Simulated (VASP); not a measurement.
# NaI (Fm-3m) in VASP: notebook, part 2 of 2

VASP 6.6.1. The steps go on from the part before.

### 3 Relaxation of cell and atoms, optPBE-vdW

INCAR reads:

```
  PREC = Accurate
  ENCUT = 600
  EDIFF = 1E-7
  ISMEAR = -1
  SIGMA = 0.05
  LREAL = F
  LASPH = T
  NELM = 60
  ALGO = Fast
  ISIF = 3
  LWAVE = F
  LCHARG = F
  GGA = OR
  LUSE_VDW = T
  AGGAC = 0.0
  IBRION = 2
  NSW = 60
  EDIFFG = -0.005
```

KPOINTS reads:

```
Automatic mesh
0
Gamma
  7 7 7
```

POSCAR reads:

```
NaI
1.0
    0.0000000000      3.2364000000      3.2364000000
    3.2364000000      0.0000000000      3.2364000000
    3.2364000000      3.2364000000      0.0000000000
I Na
1 1
Direct
    0.5000000000      0.5000000000      0.5000000000
    0.0000000000      0.0000000000      0.0000000000
```

Potentials or basis: VASP PAW PBE potentials, release 64 (I, Na_pv).

Run with:

```console
cat potpaw_PBE.64/I/POTCAR potpaw_PBE.64/Na_pv/POTCAR > POTCAR
mpirun -np 1 vasp_std > vasp.out
```

OUTCAR:

```text
PREC = Accurate
   ENCUT = 600
   EDIFF = 1E-7
   ISMEAR = -1
   LREAL = F
   LASPH = T
   NELM = 60
   ISIF = 3
   GGA = OR
   IBRION = 2
   NSW = 60
   EDIFFG = -0.005

 ion  position               nearest neighbor table
   1  0.500  0.500  0.500-
   2  0.000  0.000  0.000-

  LATTYP: Found a face centered cubic cell.
 ALAT       =     6.4728000000

  Lattice vectors:

 A1 = (   0.0000000000,   3.2364000000,   3.2364000000)
 A2 = (   3.2364000000,   0.0000000000,   3.2364000000)
 A3 = (   3.2364000000,   3.2364000000,   0.0000000000)

Analysis of symmetry for initial positions (statically):
=====================================================================
 Subroutine PRICEL returns:
 Original cell was already a primitive cell.

 Routine SETGRP: Setting up the symmetry group for a
 face centered cubic supercell.

 Subroutine GETGRP returns: Found 48 space group operations
 (whereof 48 operations were pure point group operations)
 out of a pool of 48 trial point group operations.

The static configuration has the point symmetry O_h .

Analysis of symmetry for dynamics (positions and initial velocities):
[... 147 lines left out ...]

--------------------------------------- Ionic step        1  -------------------------------------------

 number of electron      13.9999994 magnetization

 Free energy of the ion-electron system (eV)
  ---------------------------------------------------
  ext. energy  EPLUGINS =         0.00000000
  ---------------------------------------------------
  free energy    TOTEN  =        -1.28112049 eV

  energy without entropy =       -1.28112049  energy(sigma->0) =       -1.28112049

------------------------ aborting loop because EDIFF is reached ----------------------------------------

  FORCE on cell =-STRESS in cart. coord.  units (eV):
  Direction    XX          YY          ZZ          XY          YZ          ZX
  --------------------------------------------------------------------------------------
  -------------------------------------------------------------------------------------
  Total        0.0792843      0.0792843      0.0792843      0.0000000      0.0000000     -0.0000000
  in kB        1.8736181      1.8736181      1.8736181      0.0000000      0.0000000     -0.0000000
  external PRESSURE =       1.8736181 kB  Pullay stress =       0.0000000 kB
[... 177 lines left out ...]
--------------------------------------- Ionic step        6  -------------------------------------------

 number of electron      13.9999993 magnetization

 Free energy of the ion-electron system (eV)
  ---------------------------------------------------
  ext. energy  EPLUGINS =         0.00000000
  ---------------------------------------------------
  free energy    TOTEN  =        -1.28153555 eV

  energy without entropy =       -1.28153555  energy(sigma->0) =       -1.28153555

 E-fermi :   1.7218     XC(G=0):  -7.6551

 val. band max:        0.6857023255   @ k =   0.0000   0.0000   0.0000
 cond. band min:       4.3757521306   @ k =   0.0000   0.0000   0.0000
 fundamental gap:      3.6900498051
 Fermi energy:         1.7218006363

 k-point     1 :       0.0000    0.0000    0.0000
  band No.  band energies     occupation
      1     -21.9775      2.00000
      2     -21.9775      2.00000
      3     -21.9775      2.00000
      4     -10.3096      2.00000
      5       0.6857      2.00000
      6       0.6857      2.00000
      7       0.6857      2.00000
      8       4.3758      0.00000
      9       8.6475      0.00000
     10       8.6475      0.00000
     11       8.6475      0.00000
[... 297 lines left out ...]
  energy  without entropy=       -1.2815355481  energy(sigma->0) =       -1.28153555

Total vdW correction in eV:      3.4837390

 reached required accuracy - stopping structural energy minimisation
```

OSZICAR:

```text
N       E                     dE             d eps       ncg     rms          rms(c)
DAV:   1     0.851106127001E+02    0.85111E+02   -0.73002E+03   440   0.126E+03
DAV:   2     0.540217333363E+01   -0.79708E+02   -0.74301E+02   489   0.245E+02
DAV:   3    -0.115831991133E+01   -0.65605E+01   -0.65202E+01   541   0.725E+01
[... 63 lines left out ...]
RMM:   2    -0.128154689867E+01    0.43846E-04   -0.49343E-05   442   0.824E-02    0.226E-02
RMM:   3    -0.128153542744E+01    0.11471E-04   -0.33449E-05   440   0.585E-02    0.695E-03
RMM:   4    -0.128153526849E+01    0.15895E-06   -0.14865E-06   438   0.110E-02    0.815E-03
RMM:   5    -0.128153562295E+01   -0.35446E-06   -0.28960E-07   334   0.704E-03    0.394E-03
RMM:   6    -0.128153554818E+01    0.74778E-07   -0.88113E-07   379   0.881E-03
   6 F= -.12815355E+01 E0= -.12815355E+01  d E =-.415059E-03
```

It took 7.6 min on 1 thread of Intel Xeon Platinum 8488C (Sapphire Rapids), shared host; peak memory 0.57 GiB.

What came out:

```yaml
Free_energy: -1.2815 eV
Relaxed_volume: 34.28 Å³/atom
Relaxed_cell: a = 4.594 Å, b = 4.594 Å, c = 4.594 Å, α = 60.00°, β = 60.00°, γ = 60.00°
Space_group_after_relaxing_to_0.05_Å: Fm-3m (No. 225)
Energy_gained_by_relaxing: 0.2 meV/atom
Ionic_steps: 6
Pressure_after_relaxing: 0.0 GPa
Band_gap_on_the_k_mesh: 3.69 eV, direct
```

Step by step:
| step | energy change (eV) | largest force (eV/Å) | pressure (GPa) | volume (Å³) |
| --- | --- | --- | --- | --- |
| 1 | 0.0000 | 0.0000 | 0.19 | 67.80 |
| 2 | -0.0003 | 0.0000 | 0.07 | 68.19 |
| 3 | -0.0004 | 0.0000 | 0.05 | 68.33 |
| 4 | -0.0004 | 0.0000 | -0.03 | 68.61 |
| 5 | -0.0004 | 0.0000 | 0.03 | 68.49 |
| 6 | -0.0004 | 0.0000 | -0.01 | 68.55 |

Final structure:
```xyz
2
Lattice="0.0000 3.2483 3.2483 3.2483 0.0000 3.2483 3.2483 3.2483 0.0000" Properties=species:S:1:pos:R:3 pbc="T T T"
I     3.2483    3.2483    3.2483
Na    3.2483    3.2483    0.0000
```

Caveat: the PAW data sets were made with another functional, which shifts forces and pressure a little; spin-orbit coupling is left out, which moves the levels of the heavy elements. Zero-point motion and thermal expansion aren't in these numbers.

### 4 Relaxation of cell and atoms, vdW-DF

INCAR reads:

```
SYSTEM = NaI
  PREC = Accurate
  ENCUT = 600
  EDIFF = 1E-6
  ISMEAR = -1
  SIGMA = 0.05
  LREAL = .FALSE.
  LASPH = .TRUE.
  NELM = 60
  ALGO = Normal
  ISIF = 3
  LWAVE = .FALSE.
  LCHARG = .FALSE.
  GGA = RE
  LUSE_VDW = .TRUE.
  AGGAC = 0.0
  IBRION = 2
  NSW = 40
  EDIFFG = -0.005
```

KPOINTS reads:

```
Automatic mesh
0
G
  7 7 7
  0 0 0
```

POSCAR is that of step 3.

Run with:

```console
cat potpaw_PBE.64/I/POTCAR potpaw_PBE.64/Na_pv/POTCAR > POTCAR
mpirun -np 1 vasp_std > vasp.out
```

Run time: 4.7 min. Hardware: 1 thread of Intel Xeon Platinum 8488C (Sapphire Rapids), shared host; peak memory 0.57 GiB.

Results (log left out):

| Property | Result |
| --- | --- |
| Free energy | -1.0523 eV |
| Relaxed volume | 35.91 Å³/atom |
| Relaxed cell | a = 4.666 Å, b = 4.666 Å, c = 4.666 Å, α = 60.00°, β = 60.00°, γ = 60.00° |
| Space group after relaxing (to 0.05 Å) | Fm-3m (No. 225) |
| Energy gained by relaxing | 5.9 meV/atom |
| Ionic steps | 4 |
| Pressure after relaxing | 0.0 GPa |
| Band gap on the k mesh | 3.69 eV, direct |

The path:
```csv
step,energy change (eV),largest force (eV/Å),pressure (GPa),volume (Å³)
1,0.0000,0.0000,0.99,67.80
2,-0.0091,0.0000,0.44,69.87
3,-0.0117,0.0000,-0.05,72.03
4,-0.0117,0.0000,0.01,71.81
```

Final structure:
```
I Na
1.0
     0.00000    3.29908    3.29908
     3.29908    0.00000    3.29908
     3.29908    3.29908    0.00000
I Na
1 1
Direct
  0.50000 0.50000 0.50000
  0.00000 0.00000 0.00000
```

Levels at points of the mesh, in eV from the valence-band top:
```
           k point  band 5  band 6  band 7  band 8  band 9  band 10
(0.00, 0.00, 0.00)    0.00    0.00    0.00    3.69    8.02     8.02
```

Caveat: the PAW data sets were made with another functional, which shifts forces and pressure a little; spin-orbit coupling is left out, which moves the levels of the heavy elements. Zero-point motion and thermal expansion aren't in these numbers.

### 5 The reference run

An earlier run on the cell as given: functional PBE; potentials or basis VASP PAW PBE potentials, release 64 (I, Na_pv); cutoff 520 eV; k mesh 7 × 7 × 7; occupations fermi-dirac, width 0.05 eV; no spin polarisation.

* Pressure: 0.4 GPa
* Band gap on the k mesh: 3.64 eV, direct

### 6 Overview

```csv
task,level,cell,cutoff (eV),smearing,gap on the mesh (eV),pressure (GPa),relaxed volume (Å³/atom)
single point,PBE,as given,520,gaussian 0.013 eV,3.64,0.4,-
relaxation of cell and atoms,optPBE-vdW,relaxed,600,fermi-dirac 0.05 eV,3.69,0.0,34.28
relaxation of cell and atoms,vdW-DF,relaxed,600,fermi-dirac 0.05 eV,3.69,0.0,35.91
single point,PBE,as given,520,fermi-dirac 0.05 eV,3.64,0.4,-
```

Alike in all rows: potentials or basis VASP PAW PBE potentials, release 64 (I, Na_pv); no spin polarisation; k mesh 7 × 7 × 7.

Caveats: spin-orbit coupling is left out, which moves the levels of the heavy elements; the PAW data sets were made with another functional, which shifts forces and pressure a little (some runs).

Absolute energies hang on the potentials; compare differences alone.
